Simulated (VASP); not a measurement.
# Rb (P6_3/mmc) in VASP: notebook

The runs below take Rb through single point, with PBEsol.

Everything below comes from runs of VASP 6.6.1. Logs are shortened: lines on timing, memory, paths and dates and some standing lists are left out, and cuts for length are marked.

**1. Starting point**

The structure is hexagonal, space group P6_3/mmc (No. 194). Conventional cell: a = 4.976 Å, b = 4.976 Å, c = 16.251 Å, α = 90.00°, β = 90.00°, γ = 120.00°.

This isn't the form of Rb at room conditions, which is bcc.

**2. Single point, PBEsol**

The input, INCAR:

```
ALGO = Fast ; EDIFF = 1E-6
ENCUT = 520 ; GGA = PS
ISIF = 2 ; ISMEAR = -1
LASPH = True ; LCHARG = True
LELF = True ; LREAL = False
LVHAR = True ; LWAVE = False
NBANDS = 26 ; NELM = 80
PREC = Accurate ; SIGMA = 0.1
```

The input, KPOINTS:

```
k-points
0
Gamma
  10 10 3
```

The input, POSCAR:

```
Rb
1.0
    4.9756623956      0.0000000000      0.0000000000
   -2.4878311978      4.3090500353      0.0000000000
    0.0000000000      0.0000000000     16.2505133842
Rb
4
Direct
    0.0000000000      0.0000000000      0.0000000000
    0.0000000000      0.0000000000      0.5000000000
    0.3333333333      0.6666666667      0.2500000000
    0.6666666667      0.3333333333      0.7500000000
```

Potentials or basis: VASP PAW PBE potentials, release 64 (Rb_sv).

The run is started by

```bash
$ cat potpaw_PBE.64/Rb_sv/POTCAR > POTCAR
$ mpirun -np 1 vasp_std > vasp.out
```

OUTCAR:

```text
EDIFF = 1E-6
   ENCUT = 520
   GGA = PS
   ISIF = 2
   ISMEAR = -1
   LASPH = True
   LREAL = False
   NELM = 80
   PREC = Accurate

 ion  position               nearest neighbor table
   1  0.000  0.000  0.000-   3 4.98   4 4.98   4 4.98   3 4.98   4 4.98   3 4.98
   2  0.000  0.000  0.500-   3 4.98   4 4.98   4 4.98   3 4.98   4 4.98   3 4.98
   3  0.333  0.667  0.250-   1 4.98   2 4.98   1 4.98   2 4.98   1 4.98   2 4.98
   4  0.667  0.333  0.750-   1 4.98   2 4.98   1 4.98   2 4.98   1 4.98   2 4.98

  LATTYP: Found a hexagonal cell.
 ALAT       =     4.9756623956
 C/A-ratio  =     3.2660000000

  Lattice vectors:

 A1 = (   4.9756623956,   0.0000000000,   0.0000000000)
 A2 = (  -2.4878311978,   4.3090500353,   0.0000000000)
 A3 = (   0.0000000000,   0.0000000000,  16.2505133842)

Analysis of symmetry for initial positions (statically):
=====================================================================
 Subroutine PRICEL returns:
 Original cell was already a primitive cell.

 Routine SETGRP: Setting up the symmetry group for a
 hexagonal supercell.

 Subroutine GETGRP returns: Found 24 space group operations
 (whereof 12 operations were pure point group operations)
 out of a pool of 24 trial point group operations.

The static configuration has the point symmetry D_3d.
 The point group associated with its full space group is D_6h.

Analysis of symmetry for dynamics (positions and initial velocities):
=====================================================================
 Subroutine PRICEL returns:
 Original cell was already a primitive cell.

 Routine SETGRP: Setting up the symmetry group for a
 hexagonal supercell.

 Subroutine GETGRP returns: Found 24 space group operations
 (whereof 12 operations were pure point group operations)
 out of a pool of 24 trial point group operations.

The dynamic configuration has the point symmetry D_3d.
 The point group associated with its full space group is D_6h.

 Subroutine INISYM returns: Found 24 space group operations
 (whereof 12 operations are pure point group operations),
 and found     1 'primitive' translations

----------------------------------------------------------------------------------------

                                     Primitive cell

  volume of cell :     348.4172

  direct lattice vectors                    reciprocal lattice vectors
[... 86 lines left out ...]
   LNONCOLLINEAR =      F non collinear calculations
   LSORBIT =      F    spin-orbit coupling
   LASPH  =      T    aspherical Exc in radial PAW
   ENCUT  =  520.0 eV  38.22 Ry    6.18 a.u.   9.25  9.25 30.22*2*pi/ulx,y,z
   NELM   =     80;   NELMIN=  2; NELMDL= -5     # of ELM steps
   EDIFF  = 0.1E-05   stopping-criterion for ELM
   LREAL  =      F    real-space projection
   EDIFFG = 0.1E-04   stopping-criterion for IOM
   NSW    =      0    number of steps for IOM
   IBRION =     -1    ionic relax: 0-MD 1-quasi-New 2-CG
   NFREE  =      0    steps in history (QN), initial steepest desc. (CG)
   ISIF   =      2    stress and relaxation
   ISYM   =      2    0-nonsym 1-usesym 2-fastsym
   POTIM  = 0.5000    time-step for ionic-motion
   TEBEG  =    0.0;   TEEND  =   0.0 temperature during run
   PSTRESS=    0.0 pullay stress
   NELECT =      36.0000    total number of electrons
   NUPDOWN=      -1.0000    fix difference up-down
   EMIN   =  10.00;   EMAX   =-10.00  energy-range for DOS
   EFERMI =   0.00;   METHOD = LEGACY
   ISMEAR =    -1;   SIGMA  =   0.10  broadening in eV -4-tet -1-fermi 0-gaus
   EFERMI_NEDOS =   21; number of points for ismear=-14 and -15
   IALGO  =     68    algorithm
   IMIX   =      4    mixing-type and parameters
     AMIX     =   0.40;   BMIX     =  1.00
     AMIX_MAG =   1.60;   BMIX_MAG =  1.00
  volume/ion in A,a.u.               =      87.10       587.81
  Fermi-wavevector in a.u.,A,eV,Ry     =   0.768203  1.451693  8.029279  0.590135
  Thomas-Fermi vector in A             =   1.868925
   LORBIT       =      0    0 simple, 1 ext, 2 COOP (PROOUT), +10 PAW based schemes
   GGA     = PS    functional components
   LHFCALC =     F    Hartree Fock is set to
   AEXX    =    0.0000 exact exchange contribution
   IVDW    =     0    specifies the selected vdW correction
   LEPSILON=     F    determine dielectric tensor
   LRPA    =     F    only Hartree local field effects (RPA)
 non-spin polarized calculation
 RMM-DIIS sequential band-by-band and
  energy-cutoff  :      520.00
  volume of cell :      348.42
 maximum number of plane-waves:      9414
 NGX is ok and might be reduce to    40
   NGX = 19   NGY = 19   NGZ = 61

 number of electron      36.0000000 magnetization

 Free energy of the ion-electron system (eV)
  ---------------------------------------------------
  ext. energy  EPLUGINS =         0.00000000
  ---------------------------------------------------
  free energy    TOTEN  =        -4.16118612 eV

  energy without entropy =       -4.04492924  energy(sigma->0) =       -4.10305768

 E-fermi :   0.0321     XC(G=0):  -5.6299

 val. band max:        0.0238997821   @ k =   0.1000   0.1000   0.3333
 cond. band min:       0.0351414808   @ k =   0.4000  -0.0000   0.0000
 fundamental gap:      0.0112416987
 Fermi energy:         0.0321191645

 k-point     1 :       0.0000    0.0000    0.0000
  band No.  band energies     occupation
      1     -28.7835      2.00000
      2     -28.7814      2.00000
      3     -28.7808      2.00000
      4     -28.7787      2.00000
      5     -12.9380      2.00000
      6     -12.8837      2.00000
[... 685 lines left out ...]
     25       2.0051      0.00000
     26       2.0647      0.00000

 [... further k-points ...]
[... 5 lines left out ...]
  --------------------------------------------------------------------------------------
  -------------------------------------------------------------------------------------
  Total       -0.0084307     -0.0084307     -0.0430149      0.0000000     -0.0000000      0.0000000
  in kB       -0.0387681     -0.0387681     -0.1978015      0.0000000     -0.0000000      0.0000000
  external PRESSURE =      -0.0917793 kB  Pullay stress =       0.0000000 kB

 VOLUME and BASIS-vectors are now :
 -----------------------------------------------------------------------------
  energy-cutoff  :      520.00
  volume of cell :      348.42
      direct lattice vectors                 reciprocal lattice vectors
     4.975662396  0.000000000  0.000000000     0.200978266  0.116034856  0.000000000
    -2.487831198  4.309050035  0.000000000     0.000000000  0.232069712  0.000000000
     0.000000000  0.000000000 16.250513384     0.000000000  0.000000000  0.061536517

 POSITION                                       TOTAL-FORCE (eV/Angst)
 -----------------------------------------------------------------------------------
      0.00000      0.00000      0.00000        -0.000000      0.000000     -0.000000
      0.00000      0.00000      8.12526        -0.000000      0.000000     -0.000000
     -0.00000      2.87270      4.06263        -0.000000      0.000000      0.000000
      2.48783      1.43635     12.18789         0.000000      0.000000     -0.000000
 -----------------------------------------------------------------------------------
    total drift:                                0.000000      0.000000      0.000000

  FREE ENERGIE OF THE ION-ELECTRON SYSTEM (eV)
  ---------------------------------------------------
  free  energy   TOTEN  =        -4.1611861154 eV

  energy  without entropy=       -4.0449292416  energy(sigma->0) =       -4.10305768
```

OSZICAR:

```text
N       E                     dE             d eps       ncg     rms          rms(c)
DAV:   1     0.264563342854E+03    0.26456E+03   -0.13574E+04  1456   0.107E+03
DAV:   2     0.265173807895E+02   -0.23805E+03   -0.23245E+03  2000   0.225E+02
DAV:   3    -0.319825559476E+01   -0.29716E+02   -0.29505E+02  2158   0.726E+01
DAV:   4    -0.412242787460E+01   -0.92417E+00   -0.92270E+00  1886   0.139E+01
DAV:   5    -0.416183489852E+01   -0.39407E-01   -0.39399E-01  2168   0.255E+00    0.235E+00
RMM:   6    -0.415986989028E+01    0.19650E-02   -0.12242E-02  1890   0.567E-01    0.145E+00
RMM:   7    -0.416079515574E+01   -0.92527E-03   -0.20028E-02  1891   0.629E-01    0.104E-01
RMM:   8    -0.416109429797E+01   -0.29914E-03   -0.16446E-03  2165   0.179E-01    0.235E-02
RMM:   9    -0.416115096785E+01   -0.56670E-04   -0.49309E-04  2484   0.749E-02    0.165E-02
RMM:  10    -0.416117111241E+01   -0.20145E-04   -0.16085E-04  2618   0.432E-02    0.948E-03
RMM:  11    -0.416117838885E+01   -0.72764E-05   -0.79736E-05  2604   0.260E-02    0.467E-03
RMM:  12    -0.416118231970E+01   -0.39308E-05   -0.32652E-05  2358   0.184E-02    0.849E-04
RMM:  13    -0.416118456836E+01   -0.22487E-05   -0.19909E-05  2231   0.125E-02    0.945E-04
RMM:  14    -0.416118562430E+01   -0.10559E-05   -0.85801E-06  1830   0.867E-03    0.476E-04
RMM:  15    -0.416118611540E+01   -0.49110E-06   -0.46251E-06  1504   0.622E-03
   1 F= -.41611861E+01 E0= -.41030577E+01  d E =-.116257E+00
```

stdout:

```text
POSCAR found type information on POSCAR Rb
 POSCAR found :  1 types and       4 ions
 scaLAPACK will be used
 -----------------------------------------------------------------------------
|                                                                             |
|                                                                             |
|     You enforced a specific xc type in the INCAR file but a different       |
|     I HOPE YOU KNOW WHAT YOU ARE DOING!                                     |
|                                                                             |
 -----------------------------------------------------------------------------

 LDA part: xc-table for (Slater+PW92), standard interpolation
 POSCAR, INCAR and KPOINTS ok, starting setup
 FFT: planning ... GRIDC
 FFT: planning ... GRID_SOFT
 FFT: planning ... GRID
 WAVECAR not read
 entering main loop
WARNING in EDDRMM: call to ZHEGV failed, returncode =   6  3     25
```

It took 3.9 min on 1 thread of AMD EPYC 9R45 (Zen 5), shared host; peak memory 0.51 GiB.

Results:

```
Free energy            : -4.1612 eV
Pressure               : 0.0 GPa
Band gap on the k mesh : none (metal or under the smearing width)
```

Caveat: the PAW data sets were made with another functional, which shifts forces and pressure a little.

**3. Single point, PBEsol**

The input, INCAR:

```
SYSTEM = Rb
PREC = Accurate ; ENCUT = 520
EDIFF = 1E-6 ; ISMEAR = -1
SIGMA = 0.1 ; LREAL = .FALSE.
LASPH = .TRUE. ; NELM = 100
ALGO = Fast ; ISIF = 2
LWAVE = .FALSE. ; LCHARG = .TRUE.
GGA = PS ; LELF = .TRUE.
LVHAR = .TRUE. ; NBANDS = 26
```

The input, KPOINTS:

```
Automatic mesh
0
G
  8 8 3
  0 0 0
```

POSCAR is that of step 2.

Potentials or basis: VASP PAW PBE potentials, release 64 (Rb_sv).

The run is started by

```bash
$ cat potpaw_PBE.64/Rb_sv/POTCAR > POTCAR
$ mpirun -np 1 vasp_std > vasp.out
```

Wall time 3 min (1 thread of AMD EPYC 9R45 (Zen 5), shared host); peak memory 0.47 GiB.

Results (log left out):

* Free energy: -4.1582 eV
* Pressure: 0.0 GPa
* Band gap on the k mesh: none (metal or under the smearing width)

Levels at points of the mesh, in eV from the Fermi level:
```tsv
k point	band 15	band 16	band 17	band 18	band 19	band 20	band 21	band 22
(0.00, 0.00, 0.00)	-12.86	-12.86	-2.02	-1.33	-1.33	0.13	0.70	2.34
(0.50, 0.00, 0.00)	-12.88	-12.87	0.08	0.24	0.41	0.49	0.88	0.93
```

Caveat: the PAW data sets were made with another functional, which shifts forces and pressure a little.

**4. Single point, PBEsol**

This run uses another cell than the first one, of 94.07 Å³/atom, 1.080 times its volume.

The input, INCAR:

```
SYSTEM = Rb
PREC = Accurate
ENCUT = 520
EDIFF = 1E-7
ISMEAR = -1
SIGMA = 0.1
LREAL = .FALSE.
LASPH = .TRUE.
NELM = 60
ALGO = Fast
ISIF = 2
LWAVE = .FALSE.
LCHARG = .FALSE.
GGA = PS
NBANDS = 26
```

KPOINTS is that of step 3.

The input, POSCAR:

```
Rb
1.0
    5.1049578092      0.0000000000      0.0000000000
   -2.5524789046      4.4210231480      0.0000000000
    0.0000000000      0.0000000000     16.6727922049
Rb
4
Direct
    0.0000000000      0.0000000000      0.0000000000
    0.0000000000      0.0000000000      0.5000000000
    0.3333333333      0.6666666667      0.2500000000
    0.6666666667      0.3333333333      0.7500000000
```

The run is started by

```bash
$ cat potpaw_PBE.64/Rb_sv/POTCAR > POTCAR
$ mpirun -np 1 vasp_std > vasp.out
```

Run time: 3 min. Hardware: 1 thread of AMD EPYC 9R45 (Zen 5), shared host; peak memory 0.49 GiB.

It converged, with:

- Free energy: -4.1396 eV
- Pressure: -0.2 GPa
- Band gap on the k mesh: none (metal or under the smearing width)

Levels at points of the mesh, in eV from the Fermi level:
| k point | band 15 | band 16 | band 17 | band 18 | band 19 | band 20 | band 21 | band 22 |
| --- | --- | --- | --- | --- | --- | --- | --- | --- |
| (0.00, 0.00, 0.00) | -12.91 | -12.91 | -1.92 | -1.27 | -1.27 | 0.15 | 0.65 | 2.30 |
| (0.50, 0.00, 0.00) | -12.92 | -12.92 | 0.08 | 0.23 | 0.43 | 0.50 | 0.84 | 0.87 |

Caveat: the PAW data sets were made with another functional, which shifts forces and pressure a little.

(Part 1 of 2 ends here.)
